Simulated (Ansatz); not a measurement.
# A series in volume per atom on Ir

All results are calculated (Ansatz 0.2.0). Periodic Kohn-Sham DFT of a crystal at fixed atoms; pressure and stress are positive in compression; the energy is the free energy less that of spherical unpolarised free atoms; site moments are those in the method's own spheres, positive along +z.

Cell of the first row (space group Pm-3m, No. 221):
```
CELL_PARAMETERS angstrom
2.51790 0.00000 0.00000
0.00000 2.51790 0.00000
0.00000 0.00000 2.51790
ATOMIC_POSITIONS crystal
Ir 0.00000 0.00000 0.00000
```

Settings of every row: method all-electron LAPW; functional PBE; relativity scalar; k mesh 14x14x14; filling fermi-dirac; smearing width 0.05 eV; basis error target 1 meV/atom; nucleus gaussian.

Atom start moment: 0 on all atoms.

Limits: no spin-orbit coupling on heavy atoms; the cell comes from a prototype or a list of computed structures and needn't be the stable phase.

```csv
row,volume per atom (Å³),pressure (GPa),energy less free atoms (eV/atom)
1,15.964,17.613,-8.1953
2,16.634,?,?
3,16.974,0.019,-8.2476
4,17.313,-4.61,-8.2426
5,17.992,-12.353,-8.206
```

Question: what pressure and energy less free atoms should row 2 give?

Worked fit of pressure. Take u = (V_r/V)^(2/3) − 1 with V_r = 17.143 Å³ an atom, which is twice the finite (Eulerian) strain; such expansions in the strain, on which the Birch-Murnaghan equation of state is built, carry the rest volume and the bulk modulus. The shown rows have u = 0.04865, 0.00663, -0.00656, -0.03171. Least squares give pressure = −2.3604 + 352.711 × u + 1188.42 × u² GPa; a straight line predicts inner rows, each left out in turn, worse (root mean square 1.2 against 0.026 GPa). The rows lie off it by 0.001, -0.011, 0.013, -0.003 (root mean square 0.0087 GPa). The pressure vanishes at u = 0.0065, or V = 16.98 Å³ an atom, and there the bulk modulus at fixed shape and fractions is B = −V dP/dV = (2/3)(1 + u) dP/du = 247 GPa. The withheld row has u = 0.0203, so the fit gives −2.3604 + 352.711 × (0.0203) + 1188.42 × (0.0203)² = 5.289 GPa.

The calculation gave 5.243 GPa. The fit lies 0.046 GPa (0.15 % of the column's range) above it; its largest miss of a shown row is 0.013 GPa.

Worked fit of energy less free atoms. Take u = (V_r/V)^(2/3) − 1 with V_r = 17.143 Å³ an atom, which is twice the finite (Eulerian) strain; such expansions in the strain, on which the Birch-Murnaghan equation of state is built, carry the rest volume and the bulk modulus. The shown rows have u = 0.04865, 0.00663, -0.00656, -0.03171. Least squares give energy less free atoms = −8.24636 − 0.3573 × u + 28.908 × u² eV/atom; a straight line predicts inner rows, each left out in turn, worse (root mean square 0.029 against 0.00033 eV/atom). The rows lie off it by 0.0000, -0.0001, 0.0002, 0.0000. Its lowest point lies at u = 0.0062, or V = 16.99 Å³ an atom, and the curvature there gives the bulk modulus at fixed shape and fractions, B = (4/9)(1 + u)² E″(u)/V = 245 GPa. The withheld row has u = 0.0203, so the fit gives −8.24636 − 0.3573 × (0.0203) + 28.908 × (0.0203)² = -8.2417 eV/atom.

The calculation gave -8.2421 eV/atom. The fit lies 0.0004 eV/atom (0.76 % of the column's range) above it; its largest miss of a shown row is 0.0002 eV/atom.
